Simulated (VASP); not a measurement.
Output of a VASP run:

**OUTCAR**
```
 ion  position               nearest neighbor table
   1  0.000  0.000  0.000-   3 2.15   3 2.15   2 2.19   2 2.19   2 2.19   2 2.19   3 2.24   3 2.24
  LATTYP: Found a face centered cubic cell.
 ALAT       =     5.0673524998
 Subroutine PRICEL returns:
 Original cell was already a primitive cell.
 Subroutine GETGRP returns: Found  4 space group operations
The static configuration has the point symmetry C_2v.
The dynamic configuration has the point symmetry C_2v.
 Subroutine INISYM returns: Found  4 space group operations
 Subroutine IBZKPT returns following result:
 Found     95 irreducible k-points:

 Following reciprocal coordinates:
            Coordinates               Weight
  0.000000  0.000000  0.000000      1.000000
  0.125000  0.000000  0.000000      4.000000
  0.000000  0.125000  0.000000      4.000000
  0.250000  0.000000  0.000000      4.000000
  0.000000  0.250000  0.000000      4.000000
  0.375000  0.000000  0.000000      4.000000
  0.000000  0.375000  0.000000      4.000000
  0.500000  0.000000  0.000000      2.000000
  0.000000  0.500000  0.000000      2.000000
  0.125000  0.125000  0.000000      4.000000
  0.000000  0.125000  0.125000      2.000000
  0.250000  0.125000  0.000000      8.000000
  0.000000  0.250000  0.125000      4.000000
  0.125000  0.000000  0.250000      8.000000
  0.125000 -0.125000 -0.125000      4.000000
  0.375000  0.125000  0.000000      8.000000
  0.000000  0.375000  0.125000      4.000000
  0.125000  0.000000  0.375000      8.000000
  0.250000 -0.125000 -0.125000      4.000000
  0.500000  0.125000  0.000000      8.000000
  0.000000  0.500000  0.125000      4.000000
  0.125000  0.000000  0.500000      8.000000
  0.375000 -0.125000 -0.125000      4.000000
 -0.375000  0.125000  0.000000      8.000000
  0.000000 -0.375000  0.125000      4.000000
  0.125000  0.000000 -0.375000      8.000000
  0.500000 -0.125000 -0.125000      4.000000
 -0.250000  0.125000  0.000000      8.000000
  0.000000 -0.250000  0.125000      4.000000
  0.125000  0.000000 -0.250000      8.000000
 -0.375000 -0.125000 -0.125000      4.000000
 -0.125000  0.125000  0.000000      8.000000
  0.000000 -0.125000  0.125000      2.000000
 -0.250000 -0.125000 -0.125000      2.000000
  0.250000  0.250000  0.000000      4.000000
  0.000000  0.250000  0.250000      2.000000
  0.375000  0.250000  0.000000      8.000000
  0.000000  0.375000  0.250000      4.000000
  0.250000  0.000000  0.375000      8.000000
  0.125000 -0.250000 -0.250000      4.000000
   k-points           NKPTS =     95   k-points in BZ     NKDIM =     95   number of bands    NBANDS=     16
   number of dos      NEDOS =    301   number of ions     NIONS =      3
   total plane-waves  NPLWV =  27000
   dimension x,y,z NGX =    30 NGY =   30 NGZ =   30
   dimension x,y,z NGXF=    60 NGYF=   60 NGZF=   60
   ions per type =               1   2
   PREC   = accura    normal or accurate (medium, high low for compatibility)
   ISTART =      0    job   : 0-new  1-cont  2-samecut
   ICHARG =      2    charge: 1-file 2-atom 10-const
   ISPIN  =      1    spin polarized calculation?
   LNONCOLLINEAR =      F non collinear calculations
   LSORBIT =      F    spin-orbit coupling
   INIWAV =      1    electr: 0-lowe 1-rand  2-diag
   ENCUT  =  600.0 eV  44.10 Ry    6.64 a.u.   7.16  7.16  7.16*2*pi/ulx,y,z
   NELM   =    100;   NELMIN=  2; NELMDL= -5     # of ELM steps
   EDIFF  = 0.1E-06   stopping-criterion for ELM
   LREAL  =      F    real-space projection
   NLSPLINE    = F    spline interpolate recip. space projectors
   LMAXMIX     =    4 max onsite mixed and CHGCAR
   VOSKOWN=      0    Vosko Wilk Nusair interpolation
   EDIFFG = 0.1E-05   stopping-criterion for IOM
   NSW    =      0    number of steps for IOM
   NBLOCK =      1;   KBLOCK =      1    inner block; outer block
   IBRION =     -1    ionic relax: 0-MD 1-quasi-New 2-CG
   NFREE  =      0    steps in history (QN), initial steepest desc. (CG)
...
```

### OSZICAR
```
       N       E                     dE             d eps       ncg     rms          rms(c)
DAV:   1     0.211002374901E+03    0.21100E+03   -0.15873E+04  3040   0.173E+03
DAV:   2    -0.268294619267E+02   -0.23783E+03   -0.23315E+03  3928   0.407E+02
DAV:   3    -0.354658387604E+02   -0.86364E+01   -0.86274E+01  4472   0.802E+01
DAV:   4    -0.357255090402E+02   -0.25967E+00   -0.25963E+00  4376   0.103E+01
DAV:   5    -0.357291349205E+02   -0.36259E-02   -0.36258E-02  4032   0.109E+00    0.260E+01
DAV:   6    -0.300229092380E+02    0.57062E+01   -0.32555E+01  3384   0.449E+01    0.109E+01
DAV:   7    -0.299425497964E+02    0.80359E-01   -0.13101E+00  4360   0.951E+00    0.669E+00
DAV:   8    -0.298989321959E+02    0.43618E-01   -0.16571E-01  4080   0.430E+00    0.430E-01
DAV:   9    -0.298987362295E+02    0.19597E-03   -0.15965E-02  4304   0.914E-01    0.319E-01
DAV:  10    -0.298992372024E+02   -0.50097E-03   -0.47077E-03  3280   0.691E-01    0.146E-01
DAV:  11    -0.298992182153E+02    0.18987E-04   -0.13682E-03  3912   0.320E-01    0.120E-01
DAV:  12    -0.298991750008E+02    0.43214E-04   -0.22028E-04  3456   0.120E-01    0.445E-03
DAV:  13    -0.298991758165E+02   -0.81571E-06   -0.86281E-06  3936   0.228E-02    0.300E-03
DAV:  14    -0.298991758381E+02   -0.21624E-07   -0.13166E-06  3736   0.757E-03    0.310E-03
DAV:  15    -0.298991757375E+02    0.10058E-06   -0.94812E-08  2600   0.301E-03    0.363E-04
DAV:  16    -0.298991757346E+02    0.29263E-08   -0.92456E-09  2064   0.929E-04
   1 F= -.29899176E+02 E0= -.29899176E+02  d E =-.124761E-14
```

File OUTCAR:
```
------------------------ aborting loop because EDIFF is reached ----------------------------------------
  FORCE on cell =-STRESS in cart. coord.  units (eV):
  Direction    XX          YY          ZZ          XY          YZ          ZX
  --------------------------------------------------------------------------------------
  Total        0.1101722      0.0136479      0.0136479      0.0000000      0.5474820      0.0000000
  in kB        5.4262415      0.6721935      0.6721935      0.0000000     26.9647936      0.0000000
  external PRESSURE =       2.2568761 kB  Pullay stress =       0.0000000 kB
  volume of cell :       32.53
      direct lattice vectors                 reciprocal lattice vectors
     0.000000000  2.533676250  2.533676250    -0.197341709  0.197341709  0.197341709
     2.533676250  0.000000000  2.533676250     0.197341709 -0.197341709  0.197341709
     2.533676250  2.533676250  0.000000000     0.197341709  0.197341709 -0.197341709
 POSITION                                       TOTAL-FORCE (eV/Angst)
 -----------------------------------------------------------------------------------
      0.00000      0.00000      0.00000         0.199980     -0.000000     -0.000000
      1.26684      1.26684      1.26684         0.609894     -0.000000     -0.000000
      3.87551      3.80051      3.80051        -0.809874      0.000000      0.000000
 -----------------------------------------------------------------------------------
    total drift:                               -0.000062      0.000001      0.000001
  FREE ENERGIE OF THE ION-ELECTRON SYSTEM (eV)
  ---------------------------------------------------
  free  energy   TOTEN  =       -29.8991757346 eV

  energy  without entropy=      -29.8991757346  energy(sigma->0) =      -29.89917573
```
(Selected blocks of OUTCAR.)

POSCAR:
```
ZrO2
1
    0.0000000000     2.5336762499     2.5336762499
    2.5336762499     0.0000000000     2.5336762499
    2.5336762499     2.5336762499     0.0000000000
Zr O
1 2
Direct
  0.0000000000   0.0000000000   0.0000000000
  0.2500000000   0.2500000000   0.2500000000
  0.7351993719   0.7648006281   0.7648006281
```

**Question.** Reconstruct the remaining input files.

**Answer.** Several could match; the one computed here: the input of the run itself, PBEsol GGA, plane waves, VASP's PBE PAW potentials (set 64).

File KPOINTS:
```
kpoints
0
G
  8 8 8
0 0 0
```

### INCAR
```
SYSTEM = ZrO2
PREC = Accurate
ENCUT = 600
EDIFF = 1E-7
NELM = 100
ALGO = Normal
LREAL = .FALSE.
LASPH = .TRUE.
ISMEAR = 0
SIGMA = 0.05
GGA = PS
LMAXMIX = 4
LWAVE = .FALSE.
LCHARG = .FALSE.
ISIF = 2
```

POTCAR, in this order: Zr_sv O (PBE.64 set). Program: vasp_std.

The compound is ZrO2 in the fluorite structure, the high-temperature cubic form, which is unstable at 0 K; the monoclinic form is the stable one. This cell was strained or had an atom moved on purpose.
